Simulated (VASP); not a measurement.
Level of theory: PBEsol GGA, VASP's PBE PAW potentials (set 64) (plane waves; VASP).

The input files of a VASP run:

INCAR:
```
LASPH = T   ! aspherical one-centre terms
ISMEAR = 0   ! Gaussian
LMAXMIX = 4   ! l cut-off of mixed one-centre charges
EDIFF = 1E-7
PREC = Accurate
ENCUT = 520
LWAVE = F
SIGMA = 0.05   ! width (eV)
LCHARG = F
LREAL = F
SYSTEM = ZrO2
LORBIT = 11   ! lm-projected
ICHARG = 11
NELM = 100   ! most electronic steps
ALGO = Normal
GGA = PS
```

**POSCAR**
```
ZrO2
1
    0.0000000000     2.5337252087     2.5337252087
    2.5337252087     0.0000000000     2.5337252087
    2.5337252087     2.5337252087     0.0000000000
Zr O
1 2
Direct
  0.0000000000   0.0000000000   0.0000000000
  0.2500000000   0.2500000000   0.2500000000
  0.7500000000   0.7500000000   0.7500000000
```

### KPOINTS
```
k-points along high-symmetry lines
15
Line-mode
Reciprocal
  0.000000   0.000000   0.000000 ! GAMMA
  0.500000   0.000000   0.500000 ! X

  0.500000   0.000000   0.500000 ! X
  0.625000   0.250000   0.625000 ! U

  0.375000   0.375000   0.750000 ! K
  0.000000   0.000000   0.000000 ! GAMMA

  0.000000   0.000000   0.000000 ! GAMMA
  0.500000   0.500000   0.500000 ! L

  0.500000   0.500000   0.500000 ! L
  0.500000   0.250000   0.750000 ! W

  0.500000   0.250000   0.750000 ! W
  0.500000   0.000000   0.500000 ! X
```

POTCAR, in this order: Zr_sv O (PBE.64 set). Program: vasp_std. Read from the step before: CHGCAR.

The run wrote:

OSZICAR:
```
       N       E                     dE             d eps       ncg     rms          rms(c)
DAV:   1     0.185073933191E+03    0.18507E+03   -0.14653E+04  2880   0.154E+03
DAV:   2    -0.216851538549E+02   -0.20676E+03   -0.20362E+03  3840   0.386E+02
DAV:   3    -0.293665886604E+02   -0.76814E+01   -0.76722E+01  4328   0.713E+01
DAV:   4    -0.295302317822E+02   -0.16364E+00   -0.16361E+00  3904   0.832E+00
DAV:   5    -0.295328733565E+02   -0.26416E-02   -0.26416E-02  3888   0.825E-01
DAV:   6    -0.295329103104E+02   -0.36954E-04   -0.36954E-04  3944   0.836E-02
DAV:   7    -0.295329105923E+02   -0.28185E-06   -0.28184E-06  3984   0.785E-03
DAV:   8    -0.295329105945E+02   -0.22078E-08   -0.21916E-08  3184   0.762E-04
   1 F= -.29532911E+02 E0= -.29532911E+02  d E =-.289451E-15
```

### OUTCAR
```
 val. band max:        7.2405105040   @ k =   0.5000   0.0000   0.5000

 cond. band min:      10.5566591037   @ k =   0.0000   0.0000   0.0000



 k-point     1 :       0.0000    0.0000    0.0000
  band No.  band energies     occupation
      1     -40.6482      2.00000
      2     -18.5114      2.00000
      3     -18.5114      2.00000
      4     -18.5114      2.00000
      5     -10.9639      2.00000
      6      -8.3020      2.00000
      7       1.8767      2.00000
      8       1.8767      2.00000
      9       1.8767      2.00000
     10       6.6952      2.00000
     11       6.6952      2.00000
     12       6.6952      2.00000
     13      10.5567      0.00000
     14      10.5567      0.00000
     15      13.7105      0.00000
     16      16.8041      0.00000

 k-point     2 :       0.0357    0.0000    0.0357
  band No.  band energies     occupation
      1     -40.6474      2.00000
      2     -18.5234      2.00000
      3     -18.5138      2.00000
      4     -18.5138      2.00000
      5     -10.9369      2.00000
      6      -8.3220      2.00000
      7       1.8924      2.00000
      8       1.8924      2.00000
      9       1.9305      2.00000
     10       6.5679      2.00000
     11       6.6997      2.00000
     12       6.6997      2.00000
     13      10.5716      0.00000
     14      10.6185      0.00000
     15      13.7761      0.00000
     16      16.7547      0.00000

 k-point     3 :       0.0714    0.0000    0.0714
  band No.  band energies     occupation
      1     -40.6448      2.00000
      2     -18.5585      2.00000
      3     -18.5210      2.00000
      4     -18.5210      2.00000
      5     -10.8577      2.00000
      6      -8.3803      2.00000
      7       1.9394      2.00000
      8       1.9394      2.00000
      9       2.0897      2.00000
     10       6.2220      2.00000
     11       6.7119      2.00000
     12       6.7119      2.00000
     13      10.6161      0.00000
     14      10.7741      0.00000
...
```

The density is held fixed in this step, so its total energy and stress have no physical meaning.

The structure comes from a computed database's ZrO2 entry (Fm-3m); how it stands against other phases isn't given here. It was relaxed first.
